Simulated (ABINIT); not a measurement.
Runs of ABINIT 10.8.3 (patched build) on AgBr. Symmetry: Fm-3m, No. 225, cubic system. The conventional cell has a = 5.740 Å, b = 5.740 Å, c = 5.740 Å, α = 90.00°, β = 90.00°, γ = 90.00°. Ag (site symmetry m-3m) has 6 Br at 2.87 Å as nearest neighbours. Br (site symmetry m-3m) is surrounded by 6 Ag at 2.87 Å. 

```csv
task,level,potentials or basis,spin,k mesh,gap on the mesh (eV),pressure (GPa)
band structure,LDA,JTH PAW LDA v2.0,off,8 × 8 × 8,(b),-4.2
single point,PBEsol,JTH PAW PBE v2.0,off,6 × 6 × 6,0.50,-1.6
band structure,revPBE,JTH PAW PBE v2.0,off,8 × 8 × 8,(a),4.4
band structure,SOGGA,JTH PAW PBE v2.0,"SOC, no magnetisation",8 × 8 × 8,(c),-2.5
```

Alike in all rows: cell as given; cutoff (eV) 463; smearing fermi-dirac 0.05 eV.

Problem. Estimate the missing entries.

Solution. (a) 0.79; (b) 0.37; (c) 0.39.

Caveats: the PAW data sets were made with another functional, which shifts forces and pressure a little (some runs).

A k mesh can miss the band edges, and rows without SOC leave out spin-orbit coupling on Ag, Br.

Runs at the PBE level aren't shown here.
